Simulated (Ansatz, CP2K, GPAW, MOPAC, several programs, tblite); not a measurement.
## What each method gives for CdI2 (P-3m1)

CdI2 (started from an entry of an open crystallographic database), relaxed with r2SCAN+rVV10 in Ansatz, was computed with several methods. It is trigonal, P-3m1 (No. 164); a = 4.248 Å, c = 6.884 Å in the conventional setting, 35.87 Å³ an atom. Cd has 6 I at 2.99 Å; I has 3 Cd at 2.99 Å. (Simulation; spin polarisation is off.)

```yaml
crystal:
  lattice:
    - [4.24836, 0.00000, 0.00000]
    - [-2.12418, 3.67919, 0.00000]
    - [0.00000, 0.00000, 6.88442]
  atoms:
    - { symbol: Cd, position: [0.00000, 0.00000, 0.00000] }
    - { symbol: I, position: [0.33333, 0.66667, 0.24956] }
    - { symbol: I, position: [0.66667, 0.33333, 0.75044] }
```

Gaps and times are for a single point on this cell; volume and bulk modulus come from each method's own relaxation or energy curve at fixed shape, which is too stiff where a cell has free coordinates or axes. Times are rough, from shared hosts (Intel Xeon 6975P-C), and each method has its own mesh and cell size. A double dagger marks a value from a curve with shape and coordinates held. A star marks a curve whose lowest point is an end point. PM6 (MOPAC), PM7 (MOPAC), GFN1-xTB (tblite), GFN2-xTB (tblite) treat a cluster of cells at its zone centre, which samples few k points: where these miss a band edge, the gap comes out too large for that reason alone. Gaps from k meshes are read at a limited set of points (mesh, symmetry points, PBE's band edges), so each method's own least gap may be somewhat smaller. xTB and the PM methods were fitted mostly to molecules, and can miss a solid's gap by electronvolts. Minimal bases can be far off for gaps. Curves at held shape can't give the bulk modulus of a layered or molecular crystal, so none is listed. GLLB-SC's gap includes the derivative discontinuity. d marks a direct gap, i an indirect one (no mark: not told apart), a dash a value that wasn't computed or didn't pass its checks.

```json
{"method": "light PBE (260 eV and a coarse mesh)", "kind": "light plane-wave", "gap (eV)": "2.34 i", "own volume (Å³/atom)": "–", "bulk modulus (GPa)": "–", "atoms computed": "3", "processor time": "1.2 s"}
{"method": "GFN1-xTB (tblite)", "kind": "tight binding", "gap (eV)": "3.24", "own volume (Å³/atom)": "38.08‡", "bulk modulus (GPa)": "–", "atoms computed": "54", "processor time": "1.9 s"}
{"method": "GFN2-xTB (tblite)", "kind": "tight binding", "gap (eV)": "3.92", "own volume (Å³/atom)": "39.50*‡", "bulk modulus (GPa)": "–", "atoms computed": "54", "processor time": "2.9 s"}
{"method": "PM6 (MOPAC)", "kind": "semi-empirical", "gap (eV)": "4.35", "own volume (Å³/atom)": "–", "bulk modulus (GPa)": "–", "atoms computed": "54", "processor time": "3.5 s"}
{"method": "PM7 (MOPAC)", "kind": "semi-empirical", "gap (eV)": "6.25", "own volume (Å³/atom)": "36.61‡", "bulk modulus (GPa)": "–", "atoms computed": "54", "processor time": "5.1 s"}
{"method": "PBE", "kind": "semilocal", "gap (eV)": "2.33 i", "own volume (Å³/atom)": "–", "bulk modulus (GPa)": "–", "atoms computed": "3", "processor time": "6.3 s"}
{"method": "PBE/SZV (CP2K)", "kind": "small basis", "gap (eV)": "2.88 i", "own volume (Å³/atom)": "–", "bulk modulus (GPa)": "–", "atoms computed": "3", "processor time": "6.4 s"}
{"method": "r2SCAN", "kind": "semilocal", "gap (eV)": "2.78 i", "own volume (Å³/atom)": "–", "bulk modulus (GPa)": "–", "atoms computed": "3", "processor time": "14 s"}
{"method": "PBE/DZVP (CP2K)", "kind": "small basis", "gap (eV)": "2.41 i", "own volume (Å³/atom)": "38.34‡", "bulk modulus (GPa)": "–", "atoms computed": "3", "processor time": "17 s"}
{"method": "PBE/single zeta (GPAW)", "kind": "small basis", "gap (eV)": "2.63 i", "own volume (Å³/atom)": "–", "bulk modulus (GPa)": "–", "atoms computed": "3", "processor time": "22 s"}
{"method": "GLLB-SC (GPAW)", "kind": "model potential", "gap (eV)": "3.61", "own volume (Å³/atom)": "–", "bulk modulus (GPa)": "–", "atoms computed": "3", "processor time": "23 s"}
```

Against r2SCAN (2.78 eV) and with closed or daggered gaps left aside, the nearest gap at the points sampled is that of PBE/SZV (CP2K) (+0.10 eV) and the farthest that of PM7 (MOPAC) (+3.47 eV). r2SCAN is only a yardstick of convenience: semilocal gaps usually lie below measured ones, which GLLB-SC and hybrids aim to mend.

Spin-orbit coupling is left out, which matters wherever the heavy atoms make up the band edges.
